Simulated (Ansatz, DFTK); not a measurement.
This is a calculation of KTaO3 for DFTK 0.8.2. Atoms were shifted at random by some hundredths of an Å from the given cell, which wasn't relaxed again for these runs. 

run.jl

```julia
using DFTK
using PseudoPotentialData
using Unitful, UnitfulAtomic
using LinearAlgebra, Printf
include("save.jl")
disable_threading()

# lattice vectors are the columns
lattice = austrip(1u"Å") * [        3.9883            0.0            0.0;
                      0.0         3.9883            0.0;
                      0.0            0.0         3.9883]
symbols   = [:Ta, :K, :O, :O, :O]
positions = [[-0.008794, 0.006374, -0.013173],
             [0.508673, 0.497775, 0.522552],
             [-0.003495, 0.001027, 0.489911],
             [0.000473, 0.504243, 0.001769],
             [0.495408, 0.00732, -0.004128]]
pseudopotentials = PseudoFamily("dojo.nc.sr.pbesol.v0_4_1.standard.upf")
elements = Dict(s => ElementPsp(s, pseudopotentials) for s in unique(symbols))
atoms    = [elements[s] for s in symbols]

build_model(lattice, positions; symmetries=true) =
    model_DFT(lattice, atoms, positions;
              functionals=PBEsol(),
              temperature=austrip(0.05u"eV"),
              smearing=Smearing.FermiDirac(),
              symmetries)
Ecut  = 42.0  # hartree
kgrid = [7, 7, 7]
tol   = 1e-6
to_GPa = ustrip(uconvert(u"GPa", 1u"hartree/bohr^3"))

model = build_model(lattice, positions)
basis = PlaneWaveBasis(model; Ecut, kgrid)
display(basis)
scfres = self_consistent_field(basis;
                               tol,
                               nbandsalg=AdaptiveBands(model; n_bands_converge=25))
display(scfres.energies)
@printf "Fermi level: %.6f eV\n" ustrip(auconvert(u"eV", something(scfres.εF, NaN)))
forces = compute_forces_cart(scfres)
println("Forces (eV/Å)")
for (s, f) in zip(symbols, forces)
    @printf "%-3s %12.6f %12.6f %12.6f\n" s ustrip.(auconvert.(u"eV/Å", f))...
end
stress = compute_stresses_cart(scfres)
println("Stress (GPa)")
display(round.(stress * to_GPa; digits=4))
println("Levels at the first k-point (eV): ", round.(ustrip.(auconvert.(u"eV", scfres.eigenvalues[1][1:scfres.n_bands_converge])); digits=4))
save_scf!(scfres; forces, stress)
```

Potentials or basis: dojo.nc.sr.pbesol.v0_4_1.standard.upf (PBEsol).

The run is started by

```console
$ julia --threads=1 run.jl  # save.jl only writes the numbers to a file and isn't shown; printed stress counts tension as positive; times include loading and compiling
```

**Question.** Set up the same calculation for Ansatz 0.2.0. Potentials or basis there: all-electron LAPW, scalar-relativistic.

**Answer.** As run (cutoffs and basis follow the program's own potentials, and thresholds, step limits or extra output files can differ):

input.yaml

```yaml
crystal:
  lattice:
    - [3.9883, 0.0, 0.0]
    - [0.0, 3.9883, 0.0]
    - [0.0, 0.0, 3.9883]
  atoms:
    - { symbol: Ta, position: [-0.008794, 0.006374, -0.013173] }
    - { symbol: K, position: [0.508673, 0.497775, 0.522552] }
    - { symbol: O, position: [-0.003495, 0.001027, 0.489911] }
    - { symbol: O, position: [0.000473, 0.504243, 0.001769] }
    - { symbol: O, position: [0.495408, 0.00732, -0.004128] }
kpoints:
  mp_grid: { grid: [7, 7, 7] }
scf:
  occupations: { method: fermi_dirac, width: 0.05 }
hamiltonian:
  xc: pbesol
  pseudopotentials: { kind: all_electron, lapw: { basis_error: 0.001 } }
output:
  forces: true
  stress: true
  eigenvalues: true
  populations: true
```

Potentials or basis: all-electron LAPW, scalar-relativistic.

Run with:

```console
$ ansatz run input.yaml --threads 4 --pin off --max-ram 12288MiB --backend cpu --events-out ev --progress --plain --runs-dir out
```

Both were run:

|  | DFTK | Ansatz |
| --- | --- | --- |
| Pressure | -1.5 GPa | -0.3 GPa |
| Largest force | 0.562 eV/Å | 0.564 eV/Å |

Where Ansatz's input types no cutoff or centring, it takes its own default and a Γ-centred mesh.

Pressure is positive in compression.
